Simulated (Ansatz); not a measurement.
# Forms of Ta5Si: one energy to predict

Computed with DFT PBE, scalar-relativistic, plane waves, PAW in Ansatz 0.2.0. All cells share a 420 eV cutoff and Γ-centred k meshes spaced at most about 0.3 Å⁻¹ (about 0.25 or finer for metals, 2π included). No spin polarisation.

All energies are static (0 K, no zero-point motion). Rows are sorted by volume; energies count from the lowest form computed. Coordination counts Ta atoms around Si (those within 1.25 times the shortest such distance or 1.15 times the sum of covalent radii, 1.27 where that leaves under three; a plus sign parts nearer from farther groups).

```csv
row,form,source,atoms,coordination,V (Å³/atom),gap on mesh (eV),ΔE (meV/atom)
1,P4/mmm,invented,6,Si 10,17.4,0,0
2,P-3m1,invented,6,Si 8+6,17.4,0,132
3,P6/mmm,invented,6,Si 2+12,17.7,0,?
4,I422,invented,6,Si 10,17.8,0,173
5,F-43m,invented,6,Si 16,18.6,0,648
```

The cell of row 3:

```cif
data_structure
_symmetry_space_group_name_H-M 'P 1'
_symmetry_Int_Tables_number 1
_cell_length_a 4.7529
_cell_length_b 4.7529
_cell_length_c 5.4325
_cell_angle_alpha 90.000
_cell_angle_beta 90.000
_cell_angle_gamma 120.000
_cell_volume 106.28
loop_
_atom_site_label
_atom_site_type_symbol
_atom_site_fract_x
_atom_site_fract_y
_atom_site_fract_z
_atom_site_occupancy
Ta1 Ta 0.33333 0.66667 0.25645 1
Ta2 Ta 0.33333 0.66667 0.74355 1
Ta3 Ta 0.66667 0.33333 0.74355 1
Ta4 Ta 0.66667 0.33333 0.25645 1
Ta5 Ta 0.00000 0.00000 0.50000 1
Si1 Si 0.00000 0.00000 0.00000 1
```

Question: How far above the lowest form does the open row lie?

Answer: 0.34 eV/atom, which puts it above row 4 and below row 5. Counting Ta atoms around Si, row 3 has Si 2+12 and the lowest form (row 1) has Si 10.

An observed structure of this formula, if there is one, may be missing.

Spin–orbit coupling, which can matter for Ta, is left out. Cells relaxed within their symmetry can be saddle points. Some structure types and database cells were kept out of the candidates from the start, so a known form may be missing.

The open P6/mmm form lies 0.34 eV/atom above the lowest structure, although its volume is close to that of the best forms, so packing density alone does not set the order. Its cell is an ordered variant of the ω structure, with eclipsed honeycomb layers of Ta and with Ta and Si alternating along the axis through the hexagons. This stacking forces some Ta–Ta contacts below those in bcc tantalum. The ω arrangement is familiar from group 4 metals, whereas the additional d electron of group 5 favours bcc-like bonding; this probably accounts for much of the penalty.

In the F-43m form, the sixteen-neighbour site would suit an atom larger than its surroundings, and Si is smaller than Ta, so size mismatch is a likely reason for both its large volume and its high energy. The number of Ta neighbours is not sufficient as a guide, since P4/mmm and I422 share the same count yet differ clearly in energy. The ranking does not show whether even the lowest form would resist decomposition into tantalum and a silicon-richer silicide.
